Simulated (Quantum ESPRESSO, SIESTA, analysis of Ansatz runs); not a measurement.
# S_F in LiF (Fm-3m): how far do the levels depend on the k-points? (SIESTA)

We place the charge-transition levels of S_F in LiF (Fm-3m) with atom-centred orbitals, then repeat the energies at other levels of method to see what holds. Model: a cell of 54 host atoms with 1 F taken out and 1 S put in.

Main program and level: SIESTA 5.4.2; SIESTA numerical-orbital DFT, PBEsol, DZP basis, PseudoDojo 0.4.1 potentials converted to PSML; charged supercells in a uniform background, point-charge correction with alignment at far sites.

## (1) Starting point

The cell holds 54 atoms: 27 Li, 26 F and 1 S. Cell: a = 8.473 Å, b = 8.473 Å, c = 8.473 Å, α = 59.9°, β = 59.9°, γ = 59.9°. It derives from LiF (space group Fm-3m). Nearest the centre at fractional (0.500, 0.500, 0.500): S28 at 0.00 Å, Li33 at 2.00 Å, Li45 at 2.00 Å, Li29 at 2.00 Å, Li51 at 2.00 Å, Li47 at 2.00 Å, Li35 at 2.00 Å, F44 at 2.82 Å.

Structure file:

```xyz
54
Lattice="0.0054 5.9910 5.9910 5.9910 0.0054 5.9910 5.9910 5.9910 0.0054" Properties=species:S:1:pos:R:3 pbc="T T T"
Li    0.0000    0.0000    0.0000
F     1.9979    1.9979    1.9979
Li    1.9970    1.9970    0.0018
F     3.9949    3.9949    1.9997
Li    3.9940    3.9940    0.0036
F     5.9919    5.9919    2.0015
Li    1.9970    0.0018    1.9970
F     3.9949    1.9997    3.9949
Li    3.9940    1.9988    1.9988
F     5.9919    3.9967    3.9967
Li    5.9910    3.9958    2.0006
F     7.9889    5.9937    3.9985
Li    3.9940    0.0036    3.9940
F     5.9919    2.0015    5.9919
Li    5.9910    2.0006    3.9958
F     7.9889    3.9985    5.9937
Li    7.9880    3.9976    3.9976
F     9.9859    5.9955    5.9955
Li    0.0018    1.9970    1.9970
F     1.9997    3.9949    3.9949
Li    1.9988    3.9940    1.9988
F     3.9967    5.9919    3.9967
Li    3.9958    5.9910    2.0006
F     5.9937    7.9889    3.9985
Li    1.9988    1.9988    3.9940
F     3.9967    3.9967    5.9919
Li    3.9958    3.9958    3.9958
S     5.9937    5.9937    5.9937
Li    5.9928    5.9928    3.9976
F     7.9907    7.9907    5.9955
Li    3.9958    2.0006    5.9910
F     5.9937    3.9985    7.9889
Li    5.9928    3.9976    5.9928
F     7.9907    5.9955    7.9907
Li    7.9898    5.9946    5.9946
F     9.9877    7.9925    7.9925
Li    0.0036    3.9940    3.9940
F     2.0015    5.9919    5.9919
Li    2.0006    5.9910    3.9958
F     3.9985    7.9889    5.9937
Li    3.9976    7.9880    3.9976
F     5.9955    9.9859    5.9955
Li    2.0006    3.9958    5.9910
F     3.9985    5.9937    7.9889
Li    3.9976    5.9928    5.9928
F     5.9955    7.9907    7.9907
Li    5.9946    7.9898    5.9946
F     7.9925    9.9877    7.9925
Li    3.9976    3.9976    7.9880
F     5.9955    5.9955    9.9859
Li    5.9946    5.9946    7.9898
F     7.9925    7.9925    9.9877
Li    7.9916    7.9916    7.9916
F     9.9895    9.9895    9.9895
```

Known beforehand: the electronic dielectric constant, 2.08, and the static one, 9.41, from a response run on this crystal (DFPT, PBEsol, Quantum ESPRESSO) at that run's own cell.

The cell's shortest repeat is 8.5 Å.

The primitive cell was relaxed at this level beforehand, to 15.91 Å³.

The defect-free supercell was relaxed beforehand, from displaced atoms: they ended at most 0.01 Å from the sites they started about, so the symmetric structure holds.

## (2) Band edges

Levels are counted from the valence top, which comes from the unit cell, dense mesh; the energy of the host comes from the defect-free supercell at the defects' own k-points, so that the host's part of the sampling error cancels.

File host.fdf:

```
SystemName                      LiF
SystemLabel                     host
NumberOfSpecies                 2
NumberOfAtoms                   2
%block ChemicalSpeciesLabel
  1    3 Li
  2    9 F
%endblock ChemicalSpeciesLabel
LatticeConstant                 1.0 Ang
%block LatticeVectors
     0.001805000     1.996990000     1.996990000
     1.996990000     0.001805000     1.996990000
     1.996990000     1.996990000     0.001805000
%endblock LatticeVectors
AtomicCoordinatesFormat         Fractional
%block AtomicCoordinatesAndAtomicSpecies
     0.000000000     0.000000000     0.000000000  1
     0.499999625     0.499999625     0.499999625  2
%endblock AtomicCoordinatesAndAtomicSpecies
%block kgrid.MonkhorstPack
   14   0   0  0.00
    0  14   0  0.00
    0   0  14  0.00
%endblock kgrid.MonkhorstPack
XC.Functional                   GGA
XC.Authors                      PBEsol
PAO.BasisSize                   DZP
PAO.EnergyShift                 0.005 Ry
Mesh.Cutoff                     300 Ry
%block PAO.PolarizationScheme
  Li non-perturbative
%endblock PAO.PolarizationScheme
OccupationFunction              FD
ElectronicTemperature           0.01 eV
MaxSCFIterations                150
SCF.MustConverge                true
SCF.Mixer.Method                Pulay
SCF.Mixer.Weight                0.2
SCF.Mixer.History               10
SCF.DM.Tolerance                1.0e-4
SCF.H.Tolerance                 1.0e-3 eV
WriteForces                     true
Charge.Mulliken                 end
```

On the command line:

```console
> OMP_NUM_THREADS=1 siesta host.fdf > host.out
```

Log:

```text
Version         : 5.4.2

                           ***********************
                           *  WELCOME TO SIESTA  *
                           ***********************

[...]
reinit: Reading from file host.fdf

reinit: -----------------------------------------------------------------------
reinit: System Name: LiF
reinit: -----------------------------------------------------------------------
reinit: System Label: host
reinit: -----------------------------------------------------------------------

initatom: Reading input for the pseudopotentials and atomic orbitals ----------
Species number:   1 Atomic number:    3 Label: Li
Species number:   2 Atomic number:    9 Label: F

[... pseudopotential checks and orbital generation ...]

prinput: Basis input

PAO.BasisType split

%block ChemicalSpeciesLabel
    1    3 Li                      # Species index, atomic number, species label
    2    9 F                       # Species index, atomic number, species label
%endblock ChemicalSpeciesLabel

%block PAO.Basis                 # Define Basis set
# WARNING: This information might be incomplete!
[...]
(Free)E + p*V (eV/cell)     -866.3147
Target enthalpy (eV/cell)     -866.3045
[...]
siesta: Final energy (eV):
siesta:  Band Struct. =    -266.793544
siesta:       Kinetic =     585.898473
siesta:       Hartree =     222.394365
siesta:         Exch. =    -181.825111
siesta:         Corr. =     -12.380846
siesta:   Exch.-corr. =    -194.205957
siesta:  Ion-electron =   -1069.731995
siesta:       Ion-ion =    -410.659384
siesta:         Total =    -866.304498
siesta:         Fermi =     -10.002827
[...]
siesta: Stress tensor (static) (eV/Ang**3):
siesta:     0.000638    0.000244    0.000244
siesta:     0.000244    0.000638    0.000244
siesta:     0.000244    0.000244    0.000638
[...]
siesta: Cell volume =         15.906274 Ang**3
[...]
siesta: Pressure (static):
siesta:                Solid            Molecule  Units
siesta:          -0.00000695         -0.00000696  Ry/Bohr**3
siesta:          -0.00063831         -0.00063875  eV/Ang**3
siesta:          -1.02268469         -1.02339585  kBar
[...]
mulliken: Qtot =       10.000

Mulliken Atomic Populations:
Atom #   charge [q] valence [e]  Species
     1     0.505882    2.494118  Li
     2    -0.505882    7.505882  F
 Total    -0.000000

Job completed
```

Wall time 63 s (1 MPI rank of Intel Xeon Platinum 8259CL at 2.50GHz (Skylake/Cascade Lake), shared host); peak memory 0.21 GiB.

The gap at this level is 9.10 eV.

Test of the sampling: at one point at (¼, ¼, ¼) the host's energy lies under 1 meV an atom above its value on the primitive cell's dense mesh, close enough for the relaxations.

[end of part 1 of 3]

[Logs are printed without paths, hosts, clocks, repeated set-up lines and the standing remarks that a program may print on its own settings, such as how far it seeks lower states.]

[Hosts, paths, dates, database ids (printed as entryN), source tags and the programs' standing remarks are cut or masked in the printed files.]

[For some hosts the program warned that the k-mesh of the response run may be too coarse for force constants and the static dielectric constant; such warnings are not shown here.]

[Charge tables in the logs are Mulliken or Hirshfeld populations, whose sizes and signs can differ; where basis functions stand at a vacancy, SIESTA counts their charge against the missing atom's valence.]

[In relaxation paths of CP2K, step 0 can be the structure after the first move, since the trajectory file begins there, and the last row can be the final structure solved once more.]
